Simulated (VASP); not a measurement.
# V, partial densities around the Fermi level: which settings are enough?

V, Im-3m (no. 229), 1 atom in the cell. LDA, partial densities in energy windows; PAW potentials V_sv (LDA set). VASP 6.6.1.

Wanted: electrons in the windows within 5 %; shares of the elements in the window within 0.02.

POSCAR:
```
V
1.0
   -1.5143500000      1.5143500000      1.5143500000
    1.5143500000     -1.5143500000      1.5143500000
    1.5143500000      1.5143500000     -1.5143500000
V
1
Direct
    0.0000000000      0.0000000000      0.0000000000
```

The series start from k mesh: 15 × 15 × 15; Cutoff ENCUT (eV): 500; Smearing SIGMA (eV): 0.05. Each series keeps the choices made before it, and each single choice may use up half of a tolerance. Times cover all steps of a run.

## k mesh

| k mesh | Electrons in the windows, largest deviation against the largest value | Shares of the elements in the window, largest deviation | Time (s) |
|---|---|---|---|
| 6 × 6 × 6 | 6.5 % | 0.000 | 7.3 |
| 10 × 10 × 10 | 6.6 % | 0.000 | 12 |
| 15 × 15 × 15 | 3.4 % | 0.000 | 23 |
| 21 × 21 × 21 (reference) | 0 % | 0.000 | 45 |

## Cutoff ENCUT (eV)

| Cutoff ENCUT (eV) | Electrons in the windows, largest deviation against the largest value | Shares of the elements in the window, largest deviation | Time (s) |
|---|---|---|---|
| 300 | 0.25 % | 0.000 | 19 |
| 400 | 0.25 % | 0.000 | 37 |
| 500 | 0.25 % | 0.000 | 45 |
| 700 (reference) | 0 % | 0.000 | 52 |

## Smearing SIGMA (eV)

| Smearing SIGMA (eV) | Electrons in the windows, largest deviation against the largest value | Shares of the elements in the window, largest deviation | Time (s) |
|---|---|---|---|
| 0.2 | 2 % | 0.000 | 20 |
| 0.05 | 0.26 % | 0.000 | 19 |
| 0.02 (reference) | 0 % | 0.000 | 20 |

## Question

The rows run from the loosest to the tightest. For each series: choose the loosest value from which every tighter one stays within half of the tolerance.

## Answer

- k mesh: 21 × 21 × 21, the tightest run, since the next looser one is off by more than half of the tolerance (convergence isn't shown beyond it)
- Cutoff ENCUT (eV): 300
- Smearing SIGMA (eV): 0.2

## All choices together

| Input | Electrons in the windows, largest deviation against the largest value | Shares of the elements in the window, largest deviation | Time (s) |
|---|---|---|---|
| program defaults, k points 0.5 per Å apart (naive) | 23 % | 0.000 | 3.0 |
| chosen settings | 1.3 % | 0.000 | 20 |
| reference settings throughout | 0 % | 0.000 | 57 |

The chosen settings stay within the tolerance of the reference run, but the reference itself isn't shown to be converged in: k mesh.

Values of the reference run: Electrons in the windows: 0.939, 2.032, 0.9206, 1.178 electrons a cell; Shares of the elements in the window: 1, 1, 1, 1.

## The input

INCAR.step1:
```
SYSTEM = V
PREC = Accurate ; ENCUT = 300
EDIFF = 1E-6 ; ISMEAR = 0
SIGMA = 0.2 ; LASPH = .TRUE.
LREAL = .FALSE. ; ALGO = Normal
NELM = 120 ; LWAVE = .TRUE.
LCHARG = .FALSE. ; NBANDS = 20
KPAR = 2 ; GGA = CA
ISPIN = 2 ; MAGMOM = 2
LMAXMIX = 4
```

INCAR.step2, as INCAR.step1 but for:
```
- LWAVE = .TRUE.
- KPAR = 2
+ ISTART = 1
+ LWAVE = .FALSE.
+ LPARD = .TRUE.
+ NBMOD = -3
+ EINT = -0.25 0.25
```

INCAR.step3, as INCAR.step2 but for:
```
- EINT = -0.25 0.25
+ EINT = -1 0
```

INCAR.step4 to INCAR.step5 change the same tag again: EINT = 0 1, 1 2.

KPOINTS:
```
Automatic mesh
0
Gamma
  21 21 21
  0 0 0
```

Commands (each step's output is kept before the next begins):
```
cat potpaw_LDA.64/V_sv/POTCAR > POTCAR
cp INCAR.step1 INCAR
mpirun -np 2 vasp_std > vasp.out
cp INCAR.step2 INCAR
mpirun -np 1 vasp_std > vasp.out
cp INCAR.step3 INCAR
mpirun -np 1 vasp_std > vasp.out
cp INCAR.step4 INCAR
mpirun -np 1 vasp_std > vasp.out
cp INCAR.step5 INCAR
mpirun -np 1 vasp_std > vasp.out
```

The chosen input took VASP 6.6.1 20 s on 2 cores (Intel Xeon Platinum 8124M @ 3.00GHz (Skylake/Cascade Lake)), a shared host.
